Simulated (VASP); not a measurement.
Write the native input for VASP 6.6.1 that does the following.

```
Task                   : relaxation of cell and atoms
Functional             : r2SCAN
Potentials or basis    : VASP PAW PBE potentials, release 64 (Hf_pv)
Cutoff                 : 600 eV
k mesh                 : 8 × 8 × 4
Occupations            : fermi-dirac, width 0.05 eV
Spin                   : no spin polarisation
Ladder                 : gaps
Further INCAR settings : ALGO = Normal; EDIFF = 1e-07; IBRION = 2; EDIFFG = -0.01; NSW = 60; ISIF = 3
```

The structure of Hf lies in POSCAR:

```
Hf
1.0
    3.1967000000      0.0000000000      0.0000000000
   -1.5983500000      2.7684234083      0.0000000000
    0.0000000000      0.0000000000      5.0578000000
Hf
2
Direct
    0.6666666667      0.3333333333      0.7500000000
    0.3333333333      0.6666666667      0.2500000000
```

The input as run:

INCAR

```
  PREC = Accurate
  ENCUT = 600
  EDIFF = 1E-7
  ISMEAR = -1
  SIGMA = 0.05
  LREAL = False
  LASPH = True
  NELM = 100
  ALGO = Normal
  ISIF = 3
  LWAVE = False
  LCHARG = False
  METAGGA = R2SCAN
  LMIXTAU = True
  IBRION = 2
  NSW = 60
  EDIFFG = -0.01
```

KPOINTS

```
regular mesh
0
Gamma
  8 8 4
```

Potentials or basis: VASP PAW PBE potentials, release 64 (Hf_pv).

Command:

```console
$ cat potpaw_PBE.64/Hf_pv/POTCAR > POTCAR
$ mpirun -np 1 vasp_std > vasp.out
```

Results of the run:

```
Relaxed volume                         : 22.17 Å³/atom
Relaxed cell                           : a = 3.187 Å, b = 3.187 Å, c = 5.041 Å, α = 90.00°, β = 90.00°, γ = 120.00°
Space group after relaxing (to 0.05 Å) : P6_3/mmc (No. 194)
Energy gained by relaxing              : 0.7 meV/atom
Ionic steps                            : 3
Pressure after relaxing                : 0.0 GPa
Band gap on the k mesh                 : none (metal or under the smearing width)
```

Caveat: the PAW data sets were made with another functional, which shifts forces and pressure a little.

Run time: 6.1 min on 1 thread of Intel(R) Xeon(R) Platinum 8259CL CPU @ 2.50GHz (Skylake/Cascade Lake), with other jobs on the host, peak memory 0.2 GiB.
